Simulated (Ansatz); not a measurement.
The system is C.

```
C
1.0
     2.12732   -1.22828    0.00000
     2.12732    1.22828    0.00000
    -1.37907    0.00000    3.50283
C
2
Direct
  0.16664 0.16664 0.99991
  0.83336 0.83336 0.00009
```

This is a stacking variant of graphite.

| Item | Value |
| --- | --- |
| Program | Ansatz 0.2.0 |
| Task | relaxation of cell and atoms |
| Functional | BLYP |
| Dispersion | D4 |
| Potentials or basis | Ansatz PAW |
| Cutoff | 420 eV (not typed: the program's choice for these potentials) |
| k mesh | 13 × 13 × 8 |
| Occupations | fermi-dirac, width 0.05 eV |
| Spin | no spin polarisation |

At the start: volume 9.15 Å³/atom.

Question: Where does the relaxation end?

Answer: It ends after 12 steps and the volume is 8.45 Å³/atom (-7.7 %); space group R-3m (No. 166, to 0.05 Å).

Step by step:
```
step  energy change (eV)  largest force (eV/Å)  volume (Å³)
   1              0.0000                0.0025        18.31
   2             -0.0170                0.0089        17.46
   3             -0.0210                0.0016        16.90
   4             -0.0208                0.0214        16.98
   5             -0.0206                0.0005        17.07
   6             -0.0205                0.0004        17.07
   7             -0.0205                0.0000        17.07
   8             -0.0169                0.0005        17.07
   9             -0.0180                0.0012        16.91
  10             -0.0172                0.0012        16.91
  11             -0.0173                0.0001        16.89
  12             -0.0172                0.0000        16.89
```

Final structure:
```
C
1.0
     2.13020   -1.22989   -0.01183
     2.13020    1.22989   -0.01183
    -1.40042    0.00000    3.23207
C
2
Cartesian
  -0.6904 0.0000 3.2272
  3.5503 0.0000 -0.0188
```

Caveat: the plane-wave basis is chosen anew once the cell has moved, so the energies of steps on either side of that aren't comparable; the pressure holds a Pulay correction of +0.7 GPa for the finite cutoff; the PAW data sets come from PBE, with cores solved anew for the run's functional, which leaves a small shift of forces and pressure.
